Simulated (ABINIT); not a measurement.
MoS2:

```
Mo S
1.0
     3.16900    0.00000    0.00000
    -1.58450    2.74443    0.00000
     0.00000    0.00000   12.32400
Mo S
2 4
Direct
  0.66667 0.33333 0.75000
  0.33333 0.66667 0.25000
  0.66667 0.33333 0.37700
  0.33333 0.66667 0.87700
  0.66667 0.33333 0.12300
  0.33333 0.66667 0.62300
```

Base run:

| Quantity | Value |
| --- | --- |
| Program | ABINIT 10.8.3 (patched build) |
| Functional | PBE |
| Potentials or basis | PseudoDojo NC SR PBE v0.5 standard |
| Cutoff | 980 eV |
| k mesh | 8 × 8 × 2 |
| Occupations | fermi-dirac, width 0.05 eV |
| Spin | no spin polarisation |

Its results: band gap on the k mesh 0.98 eV, indirect (least direct gap 1.93 eV); pressure 1.9 GPa; largest force 0.056 eV/Å.

Task: The run is repeated on the same cell with these changes: functional from PBE to LDA; potentials or basis from PseudoDojo NC SR PBE v0.5 standard to PseudoDojo NC SR LDA v0.4.1 standard; cutoff from 980 eV to 952 eV. What comes out?

Result: Band gap on the k mesh 0.91 eV, indirect (least direct gap 1.93 eV); pressure -5.9 GPa; largest force 0.471 eV/Å.

Caveats: this functional lacks dispersion, which binds the layers, so the pressure and a relaxed spacing across them are unreliable (some runs).

A k mesh can miss the band edges.

Not every run made on this cell is shown here.
